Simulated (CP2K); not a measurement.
Bi2Se3 (Paraguanajuatite):

```
CELL_PARAMETERS angstrom
9.84047 0.00000 0.00000
8.96834 4.05016 0.00000
8.96834 1.93118 3.56011
ATOMIC_POSITIONS crystal
Bi 0.59920 0.59920 0.59920
Bi 0.40080 0.40080 0.40080
Se 0.78830 0.78830 0.78830
Se 0.21170 0.21170 0.21170
Se 0.00000 0.00000 0.00000
```

Base run:

| Property | Result |
| --- | --- |
| Program | CP2K 2026.2 |
| Functional | PBEsol |
| Potentials or basis | POTENTIAL_UZH Bi GTH-PBE-q5, Se GTH-PBE-q6; TZVP-MOLOPT-PBE-GTH basis |
| Density cutoff | 6123 eV |
| k mesh | 6 × 6 × 6 |
| Occupations | fermi-dirac, width 0.05 eV |
| Spin | no spin polarisation |

Its results: band gap on the k mesh 0.12 eV, direct; pressure 1.7 GPa; largest force 0.413 eV/Å.

Task: The run is repeated on the same cell with these changes: functional from PBEsol to revPBE. What comes out?

Result: Band gap on the k mesh 0.24 eV, direct; pressure 3.7 GPa; largest force 0.284 eV/Å.

revPBE binds less tightly than PBEsol, so the same cell stands under more pressure.

Caveats: the potentials were made for another functional, which shifts forces and pressure; spin-orbit coupling is left out, which as a rule narrows the gap of such compounds by several tenths of an eV; the basis of atomic orbitals isn't converged, which shifts pressures, moduli and gaps.
